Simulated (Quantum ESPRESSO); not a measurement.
**PbS (Galena): dielectric tensor and Born charges under several settings**

```
Pb S
1.0
     0.00000    2.96575    2.96575
     2.96575    0.00000    2.96575
     2.96575    2.96575    0.00000
Pb S
1 1
Direct
  0.00000 0.00000 0.00000
  0.50000 0.50000 0.50000
```

All runs used Quantum ESPRESSO 7.5; potentials PseudoDojo 0.4.1 SR LDA standard; given cell; no spin polarisation; cutoff 762 eV; occupations smeared at first, fixed for the response.

```tsv
level	k mesh (s: shifted)	pressure (GPa)	ε∞ (diagonal)	Born charge of atom 1 (e)	sum of the Born charges (e)
LDA	4 × 4 × 4s	-2.7	13.16	4.56	0.46
LDA	6 × 6 × 6s	?	?	?	?
LDA	8 × 8 × 8s	-2.6	18.09	4.55	0.01
LDA	10 × 10 × 10s	-2.6	18.44	4.52	0.01
```

Task: What stands in the row left open?

Result: Pressure -2.6 GPa; ε∞ 17.30; Born charge of atom 1 4.58 e; sum of the Born charges 0.03 e.
